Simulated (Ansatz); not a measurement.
Wanted: the native input for an Ansatz 0.2.0 run.

```yaml
Task: relaxation of cell and atoms
Functional: revPBE
Dispersion: D4
Potentials_or_basis: Ansatz PAW
Cutoff: "420 eV (not typed: the program's choice for these potentials)"
k_mesh: 10 × 10 × 3
Occupations: fermi-dirac, width 0.05 eV
Spin: no spin polarisation
```

Crystal: SiC.

```
Si C
1.0
     3.07569    0.00000    0.00000
    -1.53785    2.66363    0.00000
     0.00000    0.00000   10.07065
Si C
4 4
Direct
  0.00000 0.00000 0.18789
  0.00000 0.00000 0.68789
  0.33333 0.66667 0.43784
  0.66667 0.33333 0.93784
  0.00000 0.00000 0.00046
  0.00000 0.00000 0.50046
  0.33333 0.66667 0.24980
  0.66667 0.33333 0.74980
```

The cell is a database's computed one.

These files were run (other wordings do the same):

input.yaml

```yaml
crystal:
  lattice:
    - [3.0756941497, 0.0, 0.0]
    - [-1.5378470748, 2.6636292679, 0.0]
    - [0.0, 0.0, 10.07064648]
  atoms:
    - { symbol: Si, position: [0.0, 0.0, 0.18789438] }
    - { symbol: Si, position: [0.0, 0.0, 0.68789438] }
    - { symbol: Si, position: [0.3333333333, 0.6666666667, 0.43784198] }
    - { symbol: Si, position: [0.6666666667, 0.3333333333, 0.93784198] }
    - { symbol: C, position: [0.0, 0.0, 0.00046005] }
    - { symbol: C, position: [0.0, 0.0, 0.50046005] }
    - { symbol: C, position: [0.3333333333, 0.6666666667, 0.24980259] }
    - { symbol: C, position: [0.6666666667, 0.3333333333, 0.74980259] }
hamiltonian:
  xc: revpbe
  pseudopotentials: { kind: paw }
  dispersion: d4
kpoints:
  mp_grid: { grid: [10, 10, 3] }
scf:
  occupations: { method: fermi_dirac, width: 0.05 }
output:
  forces: true
  stress: true
relax:
  f_tol: 0.01
  max_steps: 40
  cell: { stress_tol: 0.05 }
```

Potentials or basis: Ansatz PAW.

Command:

```console
$ ansatz run input.yaml --threads 2 --pin off --max-ram 5120MiB --backend cpu --events-out ev --progress --plain --runs-dir out
```

It gave:

| Quantity | Value |
| --- | --- |
| Relaxed volume | 10.19 Å³/atom |
| Relaxed cell | a = 3.063 Å, b = 3.063 Å, c = 10.029 Å, α = 90.00°, β = 90.00°, γ = 120.00° |
| Space group after relaxing (to 0.05 Å) | P6_3mc (No. 186) |
| Energy gained by relaxing | 1.1 meV/atom |
| Ionic steps | 7 |
| Pressure after relaxing | 0.0 GPa |
| Band gap on the k mesh | 2.24 eV |

Caveat: odd divisions of the mesh miss points on the zone boundary, where band edges often lie, so the gap on the mesh can be too wide; the plane-wave basis is chosen anew once the cell has moved, so the energies of steps on either side of that aren't comparable; the PAW data sets come from PBE, with cores solved anew for the run's functional, which leaves a small shift of forces and pressure.

Wall time 9.4 s on 2 threads of AMD EPYC 9R45 96-Core Processor (Zen 5), on a shared host, peak memory 0.42 GiB.
